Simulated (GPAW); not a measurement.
# BaZrO3: relaxation of cell and atoms with PBEsol

Crystal: BaZrO3.

```xyz
5
Lattice="4.1913 0.0000 0.0000 0.0000 4.1913 0.0000 0.0000 0.0000 4.1913" Properties=species:S:1:pos:R:3 pbc="T T T"
Ba    0.0000    0.0000    0.0000
Zr    2.0957    2.0957    2.0957
O     2.0957    2.0957    0.0000
O     2.0957    0.0000    2.0957
O     0.0000    2.0957    2.0957
```

| Item | Value |
| --- | --- |
| Program | GPAW 26.7.0 |
| Task | relaxation of cell and atoms |
| Functional | PBEsol |
| Potentials or basis | PAW data sets generated in the run's folder for this functional |
| Cutoff | 800 eV |
| Basis | pw |
| k mesh | 6 × 6 × 6 |
| Occupations | fermi-dirac, width 0.05 eV |
| Spin | no spin polarisation |
| Target pressure | 20 GPa |
| Maxiter | 150 |
| Optimizer | BFGS |
| Fmax | 0.02 eV/Å |
| Max steps | 60 |
| Target pressure | 20 GPa |
| Convergence | density=1e-05 forces=0.0001 |

```json
{
 "Relaxed volume": "13.23 Å³/atom",
 "Relaxed cell": "a = 4.044 Å, b = 4.044 Å, c = 4.044 Å, α = 90.00°, β = 90.00°, γ = 90.00°",
 "Space group after relaxing (to 0.05 Å)": "Pm-3m (No. 221)",
 "Energy change on relaxing (the enthalpy is what falls)": "+77.3 meV/atom",
 "Ionic steps": "4",
 "Pressure after relaxing": "19.8 GPa",
 "Band gap on the k mesh": "3.32 eV, indirect (least direct gap 3.36 eV)"
}
```

Step by step:
```tsv
step	energy change (eV)	largest force (eV/Å)	pressure (GPa)	volume (Å³)
1	0.0000	0.0000	-1.53	73.63
2	-0.0004	0.0000	1.23	72.39
3	0.4873	0.0000	22.65	65.38
4	0.3864	0.0000	19.76	66.13
```

Final structure:
```yaml
crystal:
  lattice:
    - [4.04395, 0.00000, 0.00000]
    - [0.00000, 4.04395, 0.00000]
    - [0.00000, 0.00000, 4.04395]
  atoms:
    - { symbol: Ba, position: [0.00000, 0.00000, 0.00000] }
    - { symbol: Zr, position: [0.50000, 0.50000, 0.50000] }
    - { symbol: O, position: [0.50000, 0.50000, 0.00000] }
    - { symbol: O, position: [0.50000, 0.00000, 0.50000] }
    - { symbol: O, position: [0.00000, 0.50000, 0.50000] }
```

Levels at points of the mesh, in eV from the valence-band top:
```csv
k point,band 16,band 17,band 18,band 19,band 20,band 21,band 22,band 23,band 24,band 25
"(0.00, 0.00, 0.00)",-1.18,-1.18,-0.05,-0.05,-0.05,3.32,3.32,3.32,4.70,4.70
"(0.50, 0.00, 0.00)",-1.93,-1.90,-1.90,-0.22,-0.22,3.86,6.40,6.40,6.81,7.20
"(0.50, 0.50, 0.00)",-2.80,-0.90,-0.90,-0.46,-0.08,6.35,6.35,7.01,7.14,8.55
"(0.50, 0.50, 0.50)",-2.55,-2.55,0.00,0.00,0.00,6.37,6.37,6.37,7.95,7.95
```

Wall time 2.8 min on 1 thread of Arm Neoverse V2, on a shared host, peak memory 0.29 GiB.

Caveat: later steps reuse the first step's grids; spin-orbit coupling is left out, which moves the levels of the heavy elements. A k mesh can miss the band edges.
